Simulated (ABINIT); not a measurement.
# RbCl (Fm-3m): one start, several treatments of the self-energy

Aim: compare treatments of exchange, screening and correlation for the gap of RbCl (Fm-3m).

Program: ABINIT 10.8.3. Level of theory: PBE and many-body steps on it, plane waves. Results are calculated unless marked as measured.

### Step 1. The starting structure

The structure is cubic, space group Fm-3m (No. 225). Conventional cell: a = 6.579 Å, b = 6.579 Å, c = 6.579 Å, α = 90.00°, β = 90.00°, γ = 90.00°. Nearest to Rb lie 6 Cl at 3.29 Å. Nearest to Cl lie 6 Rb at 3.29 Å. Farther neighbours and most contacts between anions are not listed.

The cell and positions come from the Crystallography Open Database and are kept as given unless a step says otherwise.

### Step 2. Empty states on the mesh, 4×4×4 mesh, 617 bands

This step: ABINIT 10.8.3; DFT, PBE, plane waves, norm-conserving pseudopotentials.

The sums over transitions need many empty states on a uniform mesh; this step solves for them.

Contents of run.abi:

```
acell 3*1.0 Angstrom
rprim 
  -0.000000000000 3.289500000000 3.289500000000
  3.289500000000 -0.000000000000 3.289500000000
  3.289500000000 3.289500000000 -0.000000000000
ntypat 2
znucl 37 17
natom 2
typat 1 2
xred 
  0.000000000000 0.000000000000 0.000000000000
  0.500000000000 0.500000000000 0.500000000000
pp_dirpath "pseudos"
pseudos "Rb.upf, Cl.upf"
ecut 25
ngkpt 4 4 4
nshiftk 1
shiftk 0 0 0
kptopt 1
chksymbreak 0
irdden 1
istwfk *1
nband 617
prtvol 0
optdriver 6
gwr_task "HDIAGO"
paral_kgb 0
occopt 1
indata_prefix "in"
outdata_prefix "out"
tmpdata_prefix "tmp"
```

Command:

```console
OMP_NUM_THREADS=1 mpirun -n 4 abinit run.abi > log
```

Output:

```text
.Version 10.8.3 of ABINIT. v10.8.2 released Aug 2026.

 Symmetries : space group Fm -3 m (#225); Bravais cF (face-center cubic)
[... echo of the input left out ...]
== DATASET  1 ==================================================================
-   mpi_nproc: 4, omp_nthreads: 1 (-1 if OMP is not activated)

--- !DatasetInfo
iteration_state: {dtset: 1, }
dimensions: {natom: 2, nkpt: 8, mband: 617, nsppol: 1, nspinor: 1, nspden: 1, mpw: 2884, }
cutoff_energies: {ecut:  25.0, pawecutdg:  -1.0, }
[...]
Direct band gap semiconductor
 Fundamental gap:     5.003 (eV)
   VBM:    -1.409 (eV) at k: [ 0.0000E+00,  0.0000E+00,  0.0000E+00]
   CBM:     3.594 (eV) at k: [ 0.0000E+00,  0.0000E+00,  0.0000E+00]
 Direct gap:         5.003 (eV) at k: [ 0.0000E+00,  0.0000E+00,  0.0000E+00]

== END DATASET(S) ==============================================================
================================================================================

 -outvars: echo values of variables after computation  --------
           etotal      0.0000000000E+00
            nband         617
             nkpt           8
          spgroup         225
 [... the other variables as echoed above ...]

 Calculation completed.
```

It took 42 s on 4 MPI ranks of Arm Neoverse V1, shared host; peak memory 2.1 GiB.

This step gave:

| Item | Value |
| --- | --- |
| gap | 5.003 eV |
| k of the valence top | 0, 0, 0 |
| k of the conduction bottom | 0, 0, 0 |
| least direct gap | 5.003 eV |
| k points computed | 8 |
| lowest point of the top converged band, above the valence top | 234.4576 eV |

On this mesh the gap is 5.003 eV.

The density comes from a self-consistent run that is not shown.

### Step 3. Screening, 4×4×4 mesh, 609 bands, screening to 304.8 eV

The RPA dielectric matrix is built and inverted for each q.

This step: RPA screening on PBE, plane waves, norm-conserving pseudopotentials.

run.abi, as its differences from that of step 2:

```diff
@@ -20,10 +20,11 @@
 chksymbreak 0
-irdden 1
 istwfk *1
-nband 617
-prtvol 0
-optdriver 6
-gwr_task "HDIAGO"
-paral_kgb 0
 occopt 1
+irdwfk 1
+optdriver 3
+nband 609
+ecuteps 11.2
+inclvkb 2
+awtr 1
+symchi 1
 indata_prefix "in"
```

Output:

```text
.Version 10.8.3 of ABINIT. v10.8.2 released Aug 2026.

 Symmetries : space group Fm -3 m (#225); Bravais cF (face-center cubic)
[... echo of the input left out ...]
== DATASET  1 ==================================================================
-   mpi_nproc: 4, omp_nthreads: 1 (-1 if OMP is not activated)

--- !DatasetInfo
iteration_state: {dtset: 1, }
dimensions: {natom: 2, nkpt: 8, mband: 609, nsppol: 1, nspinor: 1, nspden: 1, mpw: 2884, }
cutoff_energies: {ecut:  25.0, pawecutdg:  -1.0, }
electrons: {nelect:   1.60000000E+01, charge:   0.00000000E+00, occopt:   1.00000000E+00, tsmear:   1.00000000E-02, }

 SCREENING: Calculation of the susceptibility and dielectric matrices

 Based on a program developped by R.W. Godby, V. Olevano, G. Onida, and L. Reining.
 Incorporated in ABINIT by V. Olevano, G.-M. Rignanese, and M. Torrent.
.Using double precision arithmetic ; gwpc =  8

[... cell and pseudopotentials left out ...]
--------------------------------------------------------------------------------

 ==== K-mesh for the wavefunctions ====
 Number of points in the irreducible wedge :     8
[... list of points left out ...]
 Together with 48 symmetry operations and time-reversal symmetry
 yields    64 points in the full Brillouin Zone.

 ==== Q-mesh for the screening function ====
 Number of points in the irreducible wedge :     8
[... list of points left out ...]
 Together with 48 symmetry operations and time-reversal symmetry
 yields    64 points in the full Brillouin Zone.

 setmesh: FFT mesh size selected  =    36x   36x   36
          total number of points  =        46656

 vcoul_init : cutoff-mode = AUXILIARY_FUNCTION
 q-points for optical limit:   1
     1)      0.000010    0.000020    0.000030

- screening: taking advantage of time-reversal symmetry
- Maximum band index for partially occupied states nbvw = 8
- Remaining bands to be divided among processors   nbcw = 601
- Number of bands treated by each node ~150

 Number of electrons calculated from density =   16.0000; Expected =   16.0000
 average of density, n =  0.033305
 r_s =    1.9281
 omega_plasma =   17.6038 [eV]

 calculating chi0 at frequencies [eV] :
  1    0.000000E+00    0.000000E+00
  2    0.000000E+00    1.760384E+01

--------------------------------------------------------------------------------
  q-point number  1        q = ( 0.000000, 0.000000, 0.000000) [r.l.u.]
--------------------------------------------------------------------------------
[... chi0 elements left out ...]
 For q-point:  0.000010 0.000020 0.000030
  dielectric constant =   2.1892
  dielectric constant without local fields =   2.6010

  Average fulfillment of the sum rule on Im[epsilon] for q-point    1 :     95.53  [%]
[... wings left out ...]
  q-point number  2        q = ( 0.250000, 0.000000, 0.000000) [r.l.u.]
--------------------------------------------------------------------------------
[... chi0 elements left out ...]
  Average fulfillment of the sum rule on Im[epsilon] for q-point    2 :     96.17  [%]

 [... 6 further q-points ...]
```

Run time: 9.7 min. Hardware: 4 MPI ranks; peak memory 4.5 GiB.

Numbers from this step:

- ε∞ with local fields, on this mesh, along the program's q direction: 2.189
- the same without local fields: 2.601
- plasma frequency: 17.60 eV
- plane waves in the screening matrix: 869

Local fields lower ε∞ by 16 %.

### Step 4. G0W0, Godby-Needs plasmon pole

The self-energy is evaluated for the states that the input lists, and the levels follow from it, in one-shot runs by the linearised quasiparticle equation.

This step: G0W0 on PBE, plane waves, norm-conserving pseudopotentials.

run.abi, as its differences from that of step 3:

```diff
@@ -23,8 +23,15 @@
 irdwfk 1
-optdriver 3
+optdriver 4
 nband 609
+gwcalctyp 0
+ecutsigx 25
+symsigma 1
+nkptgw 1
+kptgw 
+  0.0000000000 0.0000000000 0.0000000000
+bdgw 
+  6 12
 ecuteps 11.2
-inclvkb 2
-awtr 1
-symchi 1
+irdscr 1
+ppmodel 1
 indata_prefix "in"
```

Output:

```text
.Version 10.8.3 of ABINIT. v10.8.2 released Aug 2026.

 Symmetries : space group Fm -3 m (#225); Bravais cF (face-center cubic)
[... echo of the input left out ...]
== DATASET  1 ==================================================================
-   mpi_nproc: 4, omp_nthreads: 1 (-1 if OMP is not activated)

--- !DatasetInfo
iteration_state: {dtset: 1, }
dimensions: {natom: 2, nkpt: 8, mband: 609, nsppol: 1, nspinor: 1, nspden: 1, mpw: 2884, }
cutoff_energies: {ecut:  25.0, pawecutdg:  -1.0, }
electrons: {nelect:   1.60000000E+01, charge:   0.00000000E+00, occopt:   1.00000000E+00, tsmear:   1.00000000E-02, }

 SIGMA: Calculation of the GW corrections

 Based on a program developped by R.W. Godby, V. Olevano, G. Onida, and L. Reining.
 Incorporated in ABINIT by V. Olevano, G.-M. Rignanese, and M. Torrent.
.Using double precision arithmetic ; gwpc =  8

[... cell and pseudopotentials left out ...]
--------------------------------------------------------------------------------

 ==== K-mesh for the wavefunctions ====
 Number of points in the irreducible wedge :     8
[... list of points left out ...]
 Together with 48 symmetry operations and time-reversal symmetry
 yields    64 points in the full Brillouin Zone.

 ==== Q-mesh for screening function ====
 Number of points in the irreducible wedge :     8
[... list of points left out ...]
 Together with 48 symmetry operations and time-reversal symmetry
 yields    64 points in the full Brillouin Zone.

 vcoul_init : cutoff-mode = AUXILIARY_FUNCTION
 q-points for optical limit:   1
     1)      0.000010    0.000020    0.000030
 setmesh: FFT mesh size selected  =    40x   40x   40
          total number of points  =        64000

 Number of electrons calculated from density =   16.0000; Expected =   16.0000
 average of density, n =  0.033305
 r_s =    1.9281
 omega_plasma =   17.6038 [eV]

 === KS Band Gaps ===
  >>>> For spin  1
   Minimum direct gap =   5.0027 [eV], located at k-point      :   0.0000  0.0000  0.0000
   Fundamental gap    =   5.0027 [eV], Top of valence bands at :   0.0000  0.0000  0.0000
                                       Bottom of conduction at :   0.0000  0.0000  0.0000
 SIGMA fundamental parameters:
 PLASMON POLE MODEL  1
 number of plane-waves for SigmaX                 2837
 number of plane-waves for SigmaC and W            869
 number of plane-waves for wavefunctions          2837
 number of bands                                   609
 number of independent spin polarizations            1
 number of spinorial components                      1
 number of k-points in IBZ                           8
 number of q-points in IBZ                           8
 number of symmetry operations                      48
 number of k-points in BZ                           64
 number of q-points in BZ                           64
 number of frequencies for dSigma/dE                 9
 frequency step for dSigma/dE [eV]                0.25
 number of omega for Sigma on real axis              0
 max omega for Sigma on real axis  [eV]           0.00
 zcut for avoiding poles [eV]                     0.10

 EPSILON^-1 parameters (SCR file):
 dimension of the eps^-1 matrix on file            869
 dimension of the eps^-1 matrix used               869
 number of plane-waves for wavefunctions          2837
 number of bands                                   609
 number of q-points in IBZ                           8
 number of frequencies                               2
 number of real frequencies                          1
 number of imag frequencies                          1

 matrix elements of self-energy operator (all in [eV])

 Perturbative Calculation

--- !SelfEnergy_ee
iteration_state: {dtset: 1, }
kpoint     : [   0.000,    0.000,    0.000, ]
spin       : 1
KS_gap     :    5.003
QP_gap     :    7.937
Delta_QP_KS:    2.935
data: !SigmaeeData |
     Band     E0 <VxcDFT>   SigX SigC(E0)      Z dSigC/dE  Sig(E)    E-E0       E
        6  -1.409 -14.024 -18.548   1.598   0.804  -0.243 -16.377  -2.353  -3.762
        7  -1.409 -14.024 -18.548   1.598   0.804  -0.243 -16.377  -2.353  -3.762
        8  -1.409 -14.024 -18.548   1.598   0.804  -0.243 -16.377  -2.353  -3.762
        9   3.594  -6.590  -3.001  -2.924   0.874  -0.144  -6.009   0.582   4.175
       10   6.578  -7.734  -3.429  -2.974   0.871  -0.148  -6.574   1.160   7.738
       11   6.578  -7.734  -3.429  -2.974   0.871  -0.148  -6.574   1.160   7.738
       12   6.578  -7.734  -3.429  -2.974   0.871  -0.148  -6.574   1.160   7.738

== END DATASET(S) ==============================================================
================================================================================

 -outvars: echo values of variables after computation  --------
           etotal      0.0000000000E+00
            nband         609
             nkpt           8
          spgroup         225
 [... the other variables as echoed above ...]

 Calculation completed.
```

Wall time 4.9 min (4 MPI ranks); peak memory 5.5 GiB.

This step gave:

```yaml
g0w0_gap_on_the_points_computed: 7.937 eV
starting_gap_on_the_mesh: 5.003 eV
k_of_the_valence_top: 0, 0, 0
k_of_the_conduction_bottom: 0, 0, 0
z_at_the_valence_top: 0.804
z_at_the_conduction_bottom: 0.874
least_direct_g0w0_gap_on_the_computed_points: 7.937 eV
```

The gap on the mesh goes from 5.00 eV to 7.94 eV, a correction of +2.93 eV.

### Step 5. G0W0, Hybertsen-Louie plasmon pole

run.abi, as its differences from that of step 4:

```diff
@@ -35,3 +35,3 @@
 irdscr 1
-ppmodel 1
+ppmodel 2
 indata_prefix "in"
```

Output:

```text
.Version 10.8.3 of ABINIT. v10.8.2 released Aug 2026.

 Symmetries : space group Fm -3 m (#225); Bravais cF (face-center cubic)
[... echo of the input left out ...]
== DATASET  1 ==================================================================
-   mpi_nproc: 4, omp_nthreads: 1 (-1 if OMP is not activated)

--- !DatasetInfo
iteration_state: {dtset: 1, }
dimensions: {natom: 2, nkpt: 8, mband: 609, nsppol: 1, nspinor: 1, nspden: 1, mpw: 2884, }
cutoff_energies: {ecut:  25.0, pawecutdg:  -1.0, }
electrons: {nelect:   1.60000000E+01, charge:   0.00000000E+00, occopt:   1.00000000E+00, tsmear:   1.00000000E-02, }

 SIGMA: Calculation of the GW corrections

 Based on a program developped by R.W. Godby, V. Olevano, G. Onida, and L. Reining.
 Incorporated in ABINIT by V. Olevano, G.-M. Rignanese, and M. Torrent.
.Using double precision arithmetic ; gwpc =  8

[... cell and pseudopotentials left out ...]
--------------------------------------------------------------------------------

 ==== K-mesh for the wavefunctions ====
 Number of points in the irreducible wedge :     8
[... list of points left out ...]
 Together with 48 symmetry operations and time-reversal symmetry
 yields    64 points in the full Brillouin Zone.

 ==== Q-mesh for screening function ====
 Number of points in the irreducible wedge :     8
[... list of points left out ...]
 Together with 48 symmetry operations and time-reversal symmetry
 yields    64 points in the full Brillouin Zone.

 vcoul_init : cutoff-mode = AUXILIARY_FUNCTION
 q-points for optical limit:   1
     1)      0.000010    0.000020    0.000030
 setmesh: FFT mesh size selected  =    40x   40x   40
          total number of points  =        64000

 Number of electrons calculated from density =   16.0000; Expected =   16.0000
[...]
number of q-points in BZ                           64
 number of frequencies for dSigma/dE                 9
 frequency step for dSigma/dE [eV]                0.25
 number of omega for Sigma on real axis              0
 max omega for Sigma on real axis  [eV]           0.00
 zcut for avoiding poles [eV]                     0.10

 EPSILON^-1 parameters (SCR file):
 dimension of the eps^-1 matrix on file            869
 dimension of the eps^-1 matrix used               869
 number of plane-waves for wavefunctions          2837
 number of bands                                   609
 number of q-points in IBZ                           8
 number of frequencies                               2
 number of real frequencies                          1
 number of imag frequencies                          1

 matrix elements of self-energy operator (all in [eV])

 Perturbative Calculation

--- !SelfEnergy_ee
iteration_state: {dtset: 1, }
kpoint     : [   0.000,    0.000,    0.000, ]
spin       : 1
KS_gap     :    5.003
QP_gap     :    8.349
Delta_QP_KS:    3.347
data: !SigmaeeData |
     Band     E0 <VxcDFT>   SigX SigC(E0)      Z dSigC/dE  Sig(E)    E-E0       E
        6  -1.409 -14.024 -18.548   1.053   0.849  -0.178 -16.969  -2.945  -4.354
        7  -1.409 -14.024 -18.548   1.053   0.849  -0.178 -16.969  -2.945  -4.354
        8  -1.409 -14.024 -18.548   1.053   0.849  -0.178 -16.969  -2.945  -4.354
        9   3.594  -6.590  -3.001  -3.141   0.895  -0.118  -6.189   0.402   3.995
       10   6.578  -7.734  -3.429  -3.219   0.892  -0.122  -6.765   0.969   7.547
       11   6.578  -7.734  -3.429  -3.219   0.892  -0.122  -6.765   0.969   7.547
       12   6.578  -7.734  -3.429  -3.219   0.892  -0.122  -6.765   0.969   7.547

== END DATASET(S) ==============================================================
================================================================================

 -outvars: echo values of variables after computation  --------
           etotal      0.0000000000E+00
            nband         609
             nkpt           8
          spgroup         225
 [... the other variables as echoed above ...]

 Calculation completed.
```

Run time: 4.7 min. Hardware: 4 MPI ranks; peak memory 5.3 GiB; 19 min of CPU time.

This step gave:

| Item | Value |
| --- | --- |
| G0W0 gap on the points computed | 8.349 eV |
| starting gap on the mesh | 5.003 eV |
| k of the valence top | 0, 0, 0 |
| k of the conduction bottom | 0, 0, 0 |
| Z at the valence top | 0.849 |
| Z at the conduction bottom | 0.895 |
| least direct G0W0 gap on the computed points | 8.349 eV |

Against G0W0 in ABINIT (4×4×4 mesh, 609 bands, screening to 304.8 eV, Godby-Needs plasmon pole), the gap moves by +0.412 eV.

### Step 6. G0W0, von der Linden-Horsch plasmon pole

run.abi, as its differences from that of step 5:

```diff
@@ -35,3 +35,3 @@
 irdscr 1
-ppmodel 2
+ppmodel 3
 indata_prefix "in"
```

Output:

```text
.Version 10.8.3 of ABINIT. v10.8.2 released Aug 2026.

 Symmetries : space group Fm -3 m (#225); Bravais cF (face-center cubic)
[... echo of the input left out ...]
== DATASET  1 ==================================================================
-   mpi_nproc: 4, omp_nthreads: 1 (-1 if OMP is not activated)

--- !DatasetInfo
iteration_state: {dtset: 1, }
dimensions: {natom: 2, nkpt: 8, mband: 609, nsppol: 1, nspinor: 1, nspden: 1, mpw: 2884, }
cutoff_energies: {ecut:  25.0, pawecutdg:  -1.0, }
[...]
10   6.578  -7.734  -3.429  -3.338   0.919  -0.088  -6.846   0.889   7.467
       11   6.578  -7.734  -3.429  -3.338   0.919  -0.088  -6.846   0.889   7.467
       12   6.578  -7.734  -3.429  -3.338   0.919  -0.088  -6.846   0.889   7.467

== END DATASET(S) ==============================================================
================================================================================

 -outvars: echo values of variables after computation  --------
           etotal      0.0000000000E+00
            nband         609
             nkpt           8
          spgroup         225
 [... the other variables as echoed above ...]

 Calculation completed.
```

It took 1.8 min on 4 MPI ranks; peak memory 4.9 GiB; 7.3 min of CPU time.

This step gave:

| Item | Value |
| --- | --- |
| G0W0 gap on the points computed | 8.295 eV |
| starting gap on the mesh | 5.003 eV |
| k of the valence top | 0, 0, 0 |
| k of the conduction bottom | 0, 0, 0 |
| least direct G0W0 gap on the computed points | 8.295 eV |

Against G0W0 in ABINIT (4×4×4 mesh, 609 bands, screening to 304.8 eV, Godby-Needs plasmon pole), the gap moves by +0.358 eV.

### Step 7. G0W0, Engel-Farid plasmon pole

run.abi, as its differences from that of step 6:

```diff
@@ -35,3 +35,3 @@
 irdscr 1
-ppmodel 3
+ppmodel 4
 indata_prefix "in"
```

Output:

```text
.Version 10.8.3 of ABINIT. v10.8.2 released Aug 2026.

 Symmetries : space group Fm -3 m (#225); Bravais cF (face-center cubic)
[... echo of the input left out ...]
== DATASET  1 ==================================================================
-   mpi_nproc: 4, omp_nthreads: 1 (-1 if OMP is not activated)

--- !DatasetInfo
iteration_state: {dtset: 1, }
dimensions: {natom: 2, nkpt: 8, mband: 609, nsppol: 1, nspinor: 1, nspden: 1, mpw: 2884, }
cutoff_energies: {ecut:  25.0, pawecutdg:  -1.0, }
[...]
10   6.578  -7.734  -3.429  -3.103   0.878  -0.139  -6.679   1.055   7.633
       11   6.578  -7.734  -3.429  -3.103   0.878  -0.139  -6.679   1.055   7.633
       12   6.578  -7.734  -3.429  -3.103   0.878  -0.139  -6.679   1.055   7.633

== END DATASET(S) ==============================================================
================================================================================

 -outvars: echo values of variables after computation  --------
           etotal      0.0000000000E+00
            nband         609
             nkpt           8
          spgroup         225
 [... the other variables as echoed above ...]

 Calculation completed.
```

Wall time 1.8 min (4 MPI ranks); peak memory 4.8 GiB.

This step gave:

| Quantity | Value |
| --- | --- |
| G0W0 gap on the points computed | 8.171 eV |
| starting gap on the mesh | 5.003 eV |
| k of the valence top | 0, 0, 0 |
| k of the conduction bottom | 0, 0, 0 |
| least direct G0W0 gap on the computed points | 8.171 eV |

Against G0W0 in ABINIT (4×4×4 mesh, 609 bands, screening to 304.8 eV, Godby-Needs plasmon pole), the gap moves by +0.234 eV.

(Continued in part 2 of 2.)

[Paths, hosts, dates, memory and timing lines, banners, echoed tables and standing remarks are left out of the program output.]

[Logs are printed without paths, hosts, clocks, repeated set-up lines and the standing remarks that a program may print on its own settings, such as how far it seeks lower states.]

[Runs of the session that timed out or met a known fault of the program may be left out.]

[Hosts, paths, dates, database ids (printed as entryN), source tags and the programs' standing remarks are cut or masked in the printed files.]

[G0W0 gaps are taken among the corrected bands and points alone; a level outside them can change the order at an edge.]

[Where Ansatz stands beside ABINIT at settings called matched, ABINIT's density can come from a denser mesh and the files from another edition; pairs whose starting gaps differed by over 0.03 eV were left out, so agreement reads better than it is.]
